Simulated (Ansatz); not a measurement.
Ca:

```
Ca
1.0
    -2.24000    2.24000    2.24000
     2.24000   -2.24000    2.24000
     2.24000    2.24000   -2.24000
Ca
1
Direct
  0.00000 0.00000 0.00000
```

This isn't the form of Ca at room conditions, which is fcc.

```yaml
Program: Ansatz 0.2.0
Task: single point
Functional: PBE
Potentials_or_basis: Ansatz PAW
Cutoff: "420 eV (not typed: the program's choice for these potentials)"
k_mesh: 8 × 8 × 8
Occupations: fermi-dirac, width 0.05 eV
Spin: no spin polarisation
```

On this cell: pressure -1.0 GPa; band gap on the k mesh none (metal or under the smearing width).

The same run follows on a disturbed copy (cell strained at random at fixed volume):

```
CELL_PARAMETERS angstrom
-2.25163 2.21383 2.23487
2.21603 -2.23722 2.22267
2.28387 2.26947 -2.25827
ATOMIC_POSITIONS crystal
Ca 0.01023 0.00536 0.01779
```

Q: What changes?

A: The energy (extrapolated to zero smearing) moves by +0.7 meV/atom; pressure -1.0 GPa; band gap on the k mesh none (metal or under the smearing width).

Stress tensor (GPa, compression positive):
```
-0.96 -0.17  0.18
-0.17 -0.97  0.11
 0.18  0.11 -0.99
```

Caveats: the cell was measured hot, at 740 K.
